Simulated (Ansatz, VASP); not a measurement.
# Two plane-wave programs on Ge

File INCAR:

```
SYSTEM = Ge
PREC = Accurate
ENCUT = 600
EDIFF = 1E-6
ISMEAR = -1
SIGMA = 0.05
LREAL = .False.
LASPH = .True.
NELM = 80
ALGO = Normal
ISIF = 3
LWAVE = .False.
LCHARG = .False.
GGA = PE
IBRION = 2
NSW = 40
EDIFFG = -0.005
```

Contents of KPOINTS:

```
Automatic mesh
0
Gamma
  8 8 8
  0 0 0
```

The input POSCAR:

```
Ge
1.0
    0.0000000000      2.8289100000      2.8289100000
    2.8289100000      0.0000000000      2.8289100000
    2.8289100000      2.8289100000      0.0000000000
Ge
2
Direct
    0.7500000000      0.7500000000      0.7500000000
    0.5000000000      0.5000000000      0.5000000000
```

input.yaml

```yaml
crystal:
  lattice:
    - [0.0, 2.82891, 2.82891]
    - [2.82891, 0.0, 2.82891]
    - [2.82891, 2.82891, 0.0]
  atoms:
    - { symbol: Ge, position: [0.75, 0.75, 0.75] }
    - { symbol: Ge, position: [0.5, 0.5, 0.5] }
hamiltonian:
  xc: pbe
  pseudopotentials: { kind: paw }
kpoints:
  mp_grid: { grid: [8, 8, 8] }
scf:
  occupations: { method: fermi_dirac, width: 0.05 }
output:
  forces: true
  stress: true
  write_density: true
  write_potential: true
  elf: true
  volumetric_format: npy
relax:
  f_tol: 0.01
  max_steps: 40
  cell: { stress_tol: 0.05 }
```

Alike in both runs: task relaxation of cell and atoms; functional PBE; k mesh 8 × 8 × 8; occupations fermi-dirac, width 0.05 eV; no spin polarisation.

|  | VASP | Ansatz |
| --- | --- | --- |
| version | VASP 6.6.1 | Ansatz 0.2.0 |
| potentials or method | VASP PAW PBE potentials, release 64 (Ge_d) | Ansatz PAW |
| plane-wave cutoff (eV) | 600 | 420 |
| valence electrons in the cell | 28 | 28 |

VASP gave:

| Property | Result |
| --- | --- |
| gap on the k mesh at the Fermi level, each at its own relaxed structure (eV) | none |
| relaxed volume (Å³/atom) | 23.85 |
| relaxed cell length with the largest relative difference (Å) | 4.071 |
| energy change over the relaxation (meV/atom) | -14 |

Question: What did Ansatz give for the same quantities?

Answer: gap on the k mesh at the Fermi level, each at its own relaxed structure (eV): none; relaxed volume (Å³/atom): 23.91; relaxed cell length with the largest relative difference (Å): 4.074; energy change over the relaxation (meV/atom): -14.

A gap of «none» marks a metal or a gap that the smearing closes.

Caveats: this crystal is a semiconductor, whose small gap the functional closes, so the metal is an error of the method; the plane-wave basis is chosen anew once the cell has moved, so the energies of steps on either side of that aren't comparable (Ansatz). Zero-point motion and thermal expansion aren't in these numbers.
